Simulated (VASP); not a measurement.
BP: single point with PBEsol

BP:

```xyz
2
Lattice="0.0000 2.5264 2.5264 2.5264 0.0000 2.5264 2.5264 2.5264 0.0000" Properties=species:S:1:pos:R:3 pbc="T T T"
B     0.0000    0.0000    0.0000
P     3.7896    3.7896    3.7896
```

The cell isn't the ideal one: Ga replaced by B, lengths x 0.900, strained and moved within the space group.

```
Program             : VASP 6.6.1
Task                : single point
Functional          : PBEsol
Potentials or basis : VASP PAW PBE potentials, release 64 (B, P)
Cutoff              : 520 eV
k mesh              : 10 × 10 × 10
Occupations         : gaussian, width 0.02 eV
Spin                : no spin polarisation
```

```yaml
Pressure: -29.3 GPa
Band_gap_on_the_k_mesh: 1.48 eV, indirect (least direct gap 3.02 eV)
```

Levels at points of the mesh, in eV from the valence-band top:
| k point | band 2 | band 3 | band 4 | band 5 | band 6 | band 7 |
| --- | --- | --- | --- | --- | --- | --- |
| (0.00, 0.00, 0.00) | 0.00 | 0.00 | 0.00 | 3.02 | 3.02 | 3.02 |
| (0.50, 0.00, 0.00) | -7.05 | -1.35 | -1.35 | 2.00 | 4.39 | 4.39 |
| (0.50, 0.50, 0.00) | -7.08 | -3.04 | -3.04 | 1.68 | 1.79 | 9.29 |

Wall time 10 s on 1 thread of AMD EPYC 9R45 96-Core Processor (Zen 5) (shared host), peak memory 0.12 GiB.

Caveat: so large a pressure means that the cell lies far from this level's equilibrium, or that cutoff or potentials fall short; the potentials were made for another functional, which shifts forces and pressure. A k mesh can miss the band edges.
